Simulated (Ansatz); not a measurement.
# Al12O: the cost of one run

Method: DFT PBE, scalar-relativistic, plane waves, PAW, in Ansatz 0.2.0.

2 further runs of the same task are left out: 2 set aside as unsound or not needed.

## 1. Starting point

It takes space group P3m1 (No. 156, trigonal). The conventional cell has a = 5.714 Å, b = 5.714 Å, c = 20.101 Å, α = 90.00°, β = 90.00°, γ = 120.00°. Al (site symmetry 3m) is surrounded by 9 Al at 2.83 to 2.86 Å. Around Al (site symmetry m) lie 9 Al at 2.83 to 2.86 Å. Around Al (site symmetry m) lie 12 Al at 2.83 to 2.86 Å. Al (site symmetry 3m) has 12 Al at 2.83 to 2.86 Å as nearest neighbours. Al (site symmetry m) has 1 O at 1.86 Å as nearest neighbours. Around O (site symmetry 3m) lie 3 Al at 1.86 Å.

Structure file:

```
CELL_PARAMETERS angstrom
5.71352 0.00000 0.00000
-2.85676 4.94805 0.00000
0.00000 0.00000 20.10138
ATOMIC_POSITIONS crystal
Al 0.33333 0.16667 0.19899
Al 0.33333 0.66667 0.19899
Al 0.83333 0.16667 0.19899
Al 0.83333 0.66667 0.19899
Al 0.16667 0.33333 0.31345
Al 0.16667 0.83333 0.31345
Al 0.66667 0.33333 0.31345
Al 0.66667 0.83333 0.31345
Al 0.00000 0.00000 0.42790
Al 0.00000 0.50000 0.42790
Al 0.50000 0.00000 0.42790
Al 0.50000 0.50000 0.42790
O 0.33333 0.16667 0.47027
```

This is the geometry at the first point of the grid.

## 2. Plan of the scan

Atoms count from 1 in the order of the input.

O is moved over the surface cell; relaxed at each place: the height of the adsorbate's atoms; substrate rigid; the origin of the map has the adsorbate above Al9.

- position of O13 along the first surface vector, from above Al9: 6 values from 0.000 to 0.833, periodic
- position of O13 along the second surface vector, from above Al9: 6 values from 0.000 to 0.833, periodic

Relaxed at each point: the height of the adsorbate's atoms; substrate rigid. Points are written as (first, second).

The two vectors of the plane (Å): (2.857, 0.000, 0.000); (-1.428, 2.474, 0.000).

## 3. Grid point (0/6, 0/6) of the map's two axes

input.yaml reads:

```yaml
crystal:
  lattice:
    - [5.7135165837, 0.0, 0.0]
    - [-2.8567582918, 4.9480505064, 0.0]
    - [0.0, 0.0, 20.1013782092]
  atoms:
    - { symbol: Al, position: [0.3333333333, 0.1666666667, 0.1989913308] }
    - { symbol: Al, position: [0.3333333333, 0.6666666667, 0.1989913308] }
    - { symbol: Al, position: [0.8333333333, 0.1666666667, 0.1989913308] }
    - { symbol: Al, position: [0.8333333333, 0.6666666667, 0.1989913308] }
    - { symbol: Al, position: [0.1666666667, 0.3333333333, 0.3134471539] }
    - { symbol: Al, position: [0.1666666667, 0.8333333333, 0.3134471539] }
    - { symbol: Al, position: [0.6666666667, 0.3333333333, 0.3134471539] }
    - { symbol: Al, position: [0.6666666667, 0.8333333333, 0.3134471539] }
    - { symbol: Al, position: [0.0, 0.0, 0.4278999241] }
    - { symbol: Al, position: [0.0, 0.5, 0.4278999241] }
    - { symbol: Al, position: [0.5, 0.0, 0.4278999241] }
    - { symbol: Al, position: [0.5, 0.5, 0.4278999241] }
    - { symbol: O, position: [0.0, 0.0, 0.5214258495] }
basis:
  ecutwfc: 420
kpoints:
  mp_grid: { grid: [6, 6, 1] }
hamiltonian:
  xc: pbe
  pseudopotentials: { kind: paw, azcp: { folder: soft_1 } }
scf:
  occupations: { method: gaussian, width: 0.1 }
output:
  forces: true
  eigenvalues: true
relax:
  adjacent_minimum: "off"
  f_tol: 0.025
  max_steps: 16
  constraints:
    - { sites: [0, 1, 2, 3, 4, 5, 6, 7, 8, 9, 10, 11] }
    - { sites: [12], fix: xy }
efield:
  axis: 3
  dipole_correction: true
  ramp_width: 0.04
```

The run is started by

```bash
$ ansatz run input.yaml --threads 4 --pin off --max-ram 12288MiB --backend cpu --events-out ev --progress --plain --runs-dir out
```

**Question.** How long does this run take on 4 threads of Intel Xeon 6975P-C (Granite Rapids), shared host, and how much memory does it need?

About 9.6 s, with a peak of 0.89 GiB.
